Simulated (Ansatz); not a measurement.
# Zr7O16: the cost of one run

Computed with Ansatz 0.2.0 (DFT PBE, scalar-relativistic, plane waves, PAW, unless a step's input says otherwise).

1 further run of the same task is left out (set aside as unsound or not needed).

### Step 1. The system as given

Symmetry: Fm-3m, No. 225, cubic system. Conventional cell: a = 5.116 Å, b = 5.116 Å, c = 5.116 Å, α = 90.00°, β = 90.00°, γ = 90.00°. Zr (site symmetry m-3m) has 8 O at 2.22 Å as nearest neighbours. O (site symmetry -43m) has 4 Zr at 2.22 Å as nearest neighbours.

As a file:

```xyz
3
Lattice="0.0000 2.5579 2.5579 2.5579 0.0000 2.5579 2.5579 2.5579 0.0000" Properties=species:S:1:pos:R:3 pbc="T T T"
Zr    0.0000    0.0000    0.0000
O     1.2789    1.2789    1.2789
O     3.8368    3.8368    3.8368
```

This cell was relaxed beforehand with the same method: volume 11.16 Å³/atom, gap on the mesh 3.32 eV.

Reference energy of this cell: -5323.8204 eV (3 atoms, 8×8×8 mesh, zero smearing).

### Step 2. Cell: 1 of 8 Zr atoms taken out at random

From a supercell with 8 Zr sites, 1 are emptied at random; the cell stays neutral and all atoms are shaken by 0.02 Å.

The cell holds 7 Zr, 16 O: a = 7.235 Å, b = 7.235 Å, c = 7.235 Å, α = 60.00°, β = 60.00°, γ = 60.00°.

### Step 3. Relaxation without symmetry, coarse mesh

Cell and atoms move without symmetry, on a coarse mesh with loose thresholds.

The input, input.yaml:

```yaml
crystal:
  lattice:
    - [0.0, 5.1157964025, 5.1157964025]
    - [5.1157964025, 0.0, 5.1157964025]
    - [5.1157964025, 5.1157964025, 0.0]
  atoms:
    - { symbol: Zr, position: [0.0001649105, 0.5021061712, 0.5023578682] }
    - { symbol: Zr, position: [0.0015835721, 0.4977970041, 0.9952947553] }
    - { symbol: Zr, position: [0.9975049295, 0.0010732538, 0.9961665814] }
    - { symbol: Zr, position: [0.4933135059, 0.5028283597, 0.5048758129] }
    - { symbol: Zr, position: [0.4965030156, 0.4989194079, 0.0035972118] }
    - { symbol: Zr, position: [0.4976677623, 0.9998827669, 0.5035654264] }
    - { symbol: Zr, position: [0.5007040964, 0.9950849076, 0.0018273942] }
    - { symbol: O, position: [0.1234878459, 0.1290949387, 0.1277392682] }
    - { symbol: O, position: [0.1257258051, 0.1270770535, 0.62304176] }
    - { symbol: O, position: [0.1277442076, 0.6251967508, 0.1240237105] }
    - { symbol: O, position: [0.1279565591, 0.6213883822, 0.6252156546] }
    - { symbol: O, position: [0.6248940441, 0.1272848192, 0.1221508309] }
    - { symbol: O, position: [0.6184275633, 0.1240243639, 0.6240121628] }
    - { symbol: O, position: [0.6317558714, 0.6217424272, 0.1226539703] }
    - { symbol: O, position: [0.6282674446, 0.626292749, 0.6262716341] }
    - { symbol: O, position: [0.377223607, 0.3791120247, 0.3726159478] }
    - { symbol: O, position: [0.3749673, 0.3749653004, 0.8748545918] }
    - { symbol: O, position: [0.3683999264, 0.8718905872, 0.3789029159] }
    - { symbol: O, position: [0.3753829381, 0.8710332978, 0.8779943522] }
    - { symbol: O, position: [0.877329414, 0.3727968742, 0.3731264966] }
    - { symbol: O, position: [0.8725795331, 0.3807332604, 0.8784759292] }
    - { symbol: O, position: [0.8730248734, 0.8732752564, 0.380940641] }
    - { symbol: O, position: [0.880106907, 0.8822887984, 0.8716766634] }
  symmetry: { detect: false }
basis:
  ecutwfc: 420
kpoints:
  mp_grid: { grid: [2, 2, 2], shift: [0.5, 0.5, 0.5] }
hamiltonian:
  xc: pbe
scf:
  occupations: { method: gaussian, width: 0.1 }
  lower_state_search: "off"
output:
  forces: true
  stress: true
  eigenvalues: true
relax:
  adjacent_minimum: "off"
  f_tol: 0.04
  max_steps: 50
  cell: { stress_tol: 0.3 }
```

Started as:

```sh
> ansatz run input.yaml --threads 4 --pin off --max-ram 9216MiB --backend cpu --events-out ev --progress --plain --runs-dir out
```

**Question.** How long does this run take on 4 threads of Intel Xeon Platinum 8259CL at 2.50GHz (Skylake/Cascade Lake), shared host, and how much memory does it need?

About 6.3 min, with a peak of 1.1 GiB.
